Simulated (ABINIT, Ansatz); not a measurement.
# How the form of the self-energy moves the gap of CaSe (Fm-3m), part 2 of 2

Aim: compare treatments of exchange, screening and correlation for the gap of CaSe (Fm-3m).

ABINIT 10.8.3; LDA and many-body steps on it, plane waves. Known limits of the many-body steps: not at the basis limit; no spin-orbit coupling; coarse k mesh.

So far. Step 3 (Screening, 4×4×4 mesh, 79 bands, screening to 141.5 eV): Local fields lower ε∞ by 14 %. On a Γ-centred mesh this coarse the value itself is usually too large, while a short band sum pulls it down. Step 4 (G0W0, Godby-Needs plasmon pole): The gap on the mesh goes from 1.87 eV to 3.24 eV, a correction of +1.36 eV.

The database entry behind the starting cell differs from later determinations by our own check (0.1 to 0.3 % short, probably kX units), so it need not match the best structure at ambient conditions.

**5. G0W0, Hybertsen-Louie plasmon pole**

Level of this step: G0W0 on LDA, plane waves, norm-conserving pseudopotentials (ABINIT).

File run.abi:

```
acell 3*1.0 Angstrom
rprim 
  -0.000000000000 2.956000000000 2.956000000000
  2.956000000000 -0.000000000000 2.956000000000
  2.956000000000 2.956000000000 -0.000000000000
ntypat 2
znucl 20 34
natom 2
typat 1 2
xred 
  0.000000000000 0.000000000000 0.000000000000
  0.500000000000 0.500000000000 0.500000000000
pp_dirpath "pseudos"
pseudos "Ca.upf, Se.upf"
ecut 48
ngkpt 4 4 4
nshiftk 1
shiftk 0 0 0
kptopt 1
chksymbreak 0
istwfk *1
occopt 1
irdwfk 1
optdriver 4
nband 79
gwcalctyp 0
ecutsigx 48
symsigma 1
nkptgw 2
kptgw 
  0.0000000000 0.0000000000 0.0000000000
  0.5000000000 0.5000000000 0.0000000000
bdgw 
  15 21
  16 19
ecuteps 5.2
irdscr 1
ppmodel 2
indata_prefix "in"
outdata_prefix "out"
tmpdata_prefix "tmp"
```

Started as:

```bash
> OMP_NUM_THREADS=1 mpirun -n 4 abinit run.abi > log
```

Numbers of over 12 decimals in the logs are rounded to 6 here.

The log of the run:

```text
.Version 10.8.3 of ABINIT. v10.8.2 released Aug 2026.

 Symmetries : space group Fm -3 m (#225); Bravais cF (face-center cubic)
[... echo of the input left out ...]
== DATASET  1 ==================================================================
-   mpi_nproc: 4, omp_nthreads: 1 (-1 if OMP is not activated)

--- !DatasetInfo
iteration_state: {dtset: 1, }
dimensions: {natom: 2, nkpt: 8, mband: 79, nsppol: 1, nspinor: 1, nspden: 1, mpw: 5577, }
cutoff_energies: {ecut:  48.0, pawecutdg:  -1.0, }
electrons: {nelect:   3.40000000E+01, charge:   0.00000000E+00, occopt:   1.00000000E+00, tsmear:   1.00000000E-02, }

 SIGMA: Calculation of the GW corrections

 Based on a program developped by R.W. Godby, V. Olevano, G. Onida, and L. Reining.
 Incorporated in ABINIT by V. Olevano, G.-M. Rignanese, and M. Torrent.
.Using double precision arithmetic ; gwpc =  8

[... cell and pseudopotentials left out ...]
--------------------------------------------------------------------------------

 ==== K-mesh for the wavefunctions ====
 Number of points in the irreducible wedge :     8
[... list of points left out ...]
 Together with 48 symmetry operations and time-reversal symmetry
 yields    64 points in the full Brillouin Zone.

 ==== Q-mesh for screening function ====
 Number of points in the irreducible wedge :     8
[... list of points left out ...]
 Together with 48 symmetry operations and time-reversal symmetry
 yields    64 points in the full Brillouin Zone.

 vcoul_init : cutoff-mode = AUXILIARY_FUNCTION
 q-points for optical limit:   1
     1)      0.000010    0.000020    0.000030
 setmesh: FFT mesh size selected  =    50x   50x   50
          total number of points  =       125000

 Number of electrons calculated from density =   34.0000; Expected =   34.0000
[...]
number of omega for Sigma on real axis              0
 max omega for Sigma on real axis  [eV]           0.00
 zcut for avoiding poles [eV]                     0.10

 EPSILON^-1 parameters (SCR file):
 dimension of the eps^-1 matrix on file            181
 dimension of the eps^-1 matrix used               181
 number of plane-waves for wavefunctions          5577
 number of bands                                    79
 number of q-points in IBZ                           8
 number of frequencies                               2
 number of real frequencies                          1
 number of imag frequencies                          1

 matrix elements of self-energy operator (all in [eV])

 Perturbative Calculation

--- !SelfEnergy_ee
iteration_state: {dtset: 1, }
kpoint     : [   0.000,    0.000,    0.000, ]
spin       : 1
KS_gap     :    3.093
QP_gap     :    4.274
Delta_QP_KS:    1.181
data: !SigmaeeData |
     Band     E0 <VxcDFT>   SigX SigC(E0)      Z dSigC/dE  Sig(E)    E-E0       E
       15   4.497 -14.498 -16.679   1.358   0.871  -0.148 -15.215  -0.717   3.780
       16   4.497 -14.498 -16.679   1.358   0.871  -0.148 -15.215  -0.717   3.780
       17   4.497 -14.498 -16.679   1.358   0.871  -0.148 -15.215  -0.717   3.780
[...]
--- !SelfEnergy_ee
iteration_state: {dtset: 1, }
kpoint     : [   0.500,    0.500,    0.000, ]
spin       : 1
KS_gap     :    2.817
QP_gap     :    4.559
Delta_QP_KS:    1.742
data: !SigmaeeData |
     Band     E0 <VxcDFT>   SigX SigC(E0)      Z dSigC/dE  Sig(E)    E-E0       E
[...]
18   6.371 -10.383  -5.401  -4.054   0.880  -0.136  -9.566   0.817   7.188
       19   9.344 -10.420  -5.362  -4.422   0.879  -0.137  -9.860   0.560   9.903

== END DATASET(S) ==============================================================
================================================================================

 -outvars: echo values of variables after computation  --------
           etotal      0.0000000000E+00
            nband          79
             nkpt           8
          spgroup         225
 [... the other variables as echoed above ...]

 Calculation completed.
```

Wall time 8.6 s (4 MPI ranks of Arm Neoverse V1, shared host); peak memory 1.1 GiB; 34 s of CPU time.

Numbers from this step:

- G0W0 gap on the points computed: 3.408 eV
- starting gap on the mesh: 1.874 eV
- k of the valence top: 0, 0, 0
- k of the conduction bottom: 0.5, 0.5, 0
- Z at the valence top: 0.871
- Z at the conduction bottom: 0.88
- least direct G0W0 gap on the computed points: 4.274 eV

Against G0W0 in ABINIT (4×4×4 mesh, 79 bands, screening to 141.5 eV, Godby-Needs plasmon pole), the gap moves by +0.170 eV.

**6. G0W0, Engel-Farid plasmon pole**

run.abi: that of step 5 with these lines changed.

```diff
@@ -37,3 +37,3 @@
 irdscr 1
-ppmodel 2
+ppmodel 4
 indata_prefix "in"
```

The log of the run:

```text
.Version 10.8.3 of ABINIT. v10.8.2 released Aug 2026.

 Symmetries : space group Fm -3 m (#225); Bravais cF (face-center cubic)
[... echo of the input left out ...]
== DATASET  1 ==================================================================
-   mpi_nproc: 4, omp_nthreads: 1 (-1 if OMP is not activated)

--- !DatasetInfo
iteration_state: {dtset: 1, }
dimensions: {natom: 2, nkpt: 8, mband: 79, nsppol: 1, nspinor: 1, nspden: 1, mpw: 5577, }
cutoff_energies: {ecut:  48.0, pawecutdg:  -1.0, }
[...]
Band     E0 <VxcDFT>   SigX SigC(E0)      Z dSigC/dE  Sig(E)    E-E0       E
[...]
18   6.371 -10.383  -5.401  -3.780   0.827  -0.210  -9.389   0.995   7.365
       19   9.344 -10.420  -5.362  -4.135   0.829  -0.206  -9.654   0.765  10.109

== END DATASET(S) ==============================================================
================================================================================

 -outvars: echo values of variables after computation  --------
           etotal      0.0000000000E+00
            nband          79
             nkpt           8
          spgroup         225
 [... the other variables as echoed above ...]

 Calculation completed.
```

It took 6.6 s on 4 MPI ranks; peak memory 1.1 GiB.

This step gave:

| Quantity | Value |
| --- | --- |
| G0W0 gap on the points computed | 3.358 eV |
| starting gap on the mesh | 1.874 eV |
| k of the valence top | 0, 0, 0 |
| k of the conduction bottom | 0.5, 0.5, 0 |
| least direct G0W0 gap on the computed points | 4.278 eV |

Against G0W0 in ABINIT (4×4×4 mesh, 79 bands, screening to 141.5 eV, Godby-Needs plasmon pole), the gap moves by +0.120 eV.

**7. One-shot Hartree-Fock**

This step: one-shot Hartree-Fock on LDA, plane waves, norm-conserving pseudopotentials.

run.abi: that of step 6 with these lines changed.

```diff
@@ -24,4 +24,4 @@
 optdriver 4
-nband 79
-gwcalctyp 0
+nband 21
+gwcalctyp 5
 ecutsigx 48
@@ -35,5 +35,4 @@
   16 19
-ecuteps 5.2
-irdscr 1
-ppmodel 4
+ixc_sigma 40
+fftgw 31
 indata_prefix "in"
```

The log of the run:

```text
.Version 10.8.3 of ABINIT. v10.8.2 released Aug 2026.

 Symmetries : space group Fm -3 m (#225); Bravais cF (face-center cubic)
[... echo of the input left out ...]
== DATASET  1 ==================================================================
-   mpi_nproc: 4, omp_nthreads: 1 (-1 if OMP is not activated)

--- !DatasetInfo
iteration_state: {dtset: 1, }
dimensions: {natom: 2, nkpt: 8, mband: 21, nsppol: 1, nspinor: 1, nspden: 1, mpw: 5577, }
cutoff_energies: {ecut:  48.0, pawecutdg:  -1.0, }
[...]
Band     E0 <VxcDFT>   SigX SigC(E0)      Z dSigC/dE  Sig(E)    E-E0       E
[...]
18   6.371 -10.383  -5.401   0.000   1.000   0.000  -5.401   4.983  11.353
       19   9.344 -10.420  -5.362   0.000   1.000   0.000  -5.362   5.058  14.401

== END DATASET(S) ==============================================================
================================================================================

 -outvars: echo values of variables after computation  --------
           etotal      0.0000000000E+00
            nband          21
             nkpt           8
          spgroup         225
 [... the other variables as echoed above ...]

 Calculation completed.
```

Run time: 4.1 s. Hardware: 4 MPI ranks; peak memory 0.97 GiB; 16 s of CPU time.

This step gave:

```yaml
quasiparticle_gap_on_the_points_computed: 9.037 eV
starting_gap_on_the_mesh: 1.874 eV
k_of_the_valence_top: 0, 0, 0
k_of_the_conduction_bottom: 0.5, 0.5, 0
least_direct_quasiparticle_gap_on_the_computed_points: 9.959 eV
```

Against G0W0 in ABINIT (4×4×4 mesh, 79 bands, screening to 141.5 eV, Godby-Needs plasmon pole), the gap moves by +5.799 eV.

**8. The runs together**

Times are wall times on 4 MPI ranks of Arm Neoverse V1, shared host, good to a factor of about two. A run's time includes the screening step that it read.

| run | mesh | bands | screening cutoff (eV) | DFT gap (eV) | gap on the mesh (eV) | direct (eV) | ε∞ used | time |
| --- | --- | --- | --- | --- | --- | --- | --- | --- |
| G0W0, Godby-Needs plasmon pole | 4×4×4 | 79 | 141.5 | 1.874 | 3.238 | 4.250 | 6.27 | 55 s |
| G0W0, Hybertsen-Louie plasmon pole | 4×4×4 | 79 | 141.5 | 1.874 | 3.408 | 4.274 | 6.27 | 55 s |
| G0W0, Engel-Farid plasmon pole | 4×4×4 | 79 | 141.5 | 1.874 | 3.358 | 4.278 | 6.27 | 53 s |
| one-shot Hartree-Fock | 4×4×4 | - | - | 1.874 | 9.037 | 9.959 | - | 4.1 s |

**9. Outcome**

```json
{"G0W0, Godby-Needs plasmon pole": "3.238 eV", "G0W0, Hybertsen-Louie plasmon pole": "3.408 eV", "G0W0, Engel-Farid plasmon pole": "3.358 eV", "one-shot Hartree-Fock": "9.037 eV", "known limits": "not at the basis limit; no spin-orbit coupling; coarse k mesh"}
```

G0W0, Hybertsen-Louie plasmon pole: +0.170 eV against G0W0, Godby-Needs plasmon pole. G0W0, Engel-Farid plasmon pole: +0.120 eV against G0W0, Godby-Needs plasmon pole. One-shot Hartree-Fock: +5.799 eV against G0W0, Godby-Needs plasmon pole. Bare exchange alone opens the gap to 9.04 eV; against G0W0, correlation takes back 5.80 eV. Bands and cutoff are finite, so the gap is not at the basis limit. The miss can reach some tenths of an eV and take either sign; the mesh is an error of its own. In the G0W0 runs levels were corrected at 2 k points alone, so a gap called «on the mesh» is the least over those, and an edge elsewhere would be missed. The 4×4×4 mesh is coarse for this cell, which bears on the long-range parts of exchange and screening. The many-body steps are scalar-relativistic: spin-orbit coupling is not in them.

[Paths, hosts, dates, memory and timing lines, banners, echoed tables and standing remarks are left out of the program output.]

[Logs are printed without paths, hosts, clocks, repeated set-up lines and the standing remarks that a program may print on its own settings, such as how far it seeks lower states.]

[Runs of the session that timed out or met a known fault of the program may be left out.]

[Hosts, paths, dates, database ids (printed as entryN), source tags and the programs' standing remarks are cut or masked in the printed files.]

[G0W0 gaps are taken among the corrected bands and points alone; a level outside them can change the order at an edge.]

[Where Ansatz stands beside ABINIT at settings called matched, ABINIT's density can come from a denser mesh and the files from another edition; pairs whose starting gaps differed by over 0.03 eV were left out, so agreement reads better than it is.]
